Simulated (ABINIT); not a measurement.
GaP:

```xyz
2
Lattice="0.0000 2.7252 2.7252 2.7252 0.0000 2.7252 2.7252 2.7252 0.0000" Properties=species:S:1:pos:R:3 pbc="T T T"
Ga    0.0000    0.0000    0.0000
P     4.0879    4.0879    4.0879
```

| Quantity | Value |
| --- | --- |
| Program | ABINIT 10.8.3 (patched build) |
| Task | single point |
| Functional | PBE |
| Potentials or basis | JTH PAW PBE v2.0 |
| Cutoff | 544 eV |
| k mesh | 8 × 8 × 8 |
| Occupations | fermi-dirac, width 0.05 eV |
| Spin | no spin polarisation |

On this cell: pressure 2.6 GPa; largest force zero by symmetry; band gap on the k mesh 1.64 eV, indirect (least direct gap 1.82 eV).

The same run follows on a disturbed copy (atoms moved at random, drawn with an rms of 0.05 Å):

```
Ga P
1.0
     0.00000    2.72525    2.72525
     2.72525    0.00000    2.72525
     2.72525    2.72525    0.00000
Ga P
1 1
Direct
  0.99861 0.98428 0.01741
  0.74762 0.74713 0.75281
```

Question: What does the disturbed cell give?

Answer: The energy moves by +7.4 meV/atom; pressure 2.7 GPa; largest force 0.556 eV/Å; band gap on the k mesh 1.45 eV, indirect (least direct gap 1.68 eV).

Forces on the atoms (eV/Å):
```
Ga  -0.091 -0.435  0.334
P    0.091  0.435 -0.334
```

Stress tensor (GPa, compression positive):
```
 2.70  1.04 -1.35
 1.04  2.62 -0.27
-1.35 -0.27  2.65
```

A k mesh can miss the band edges.
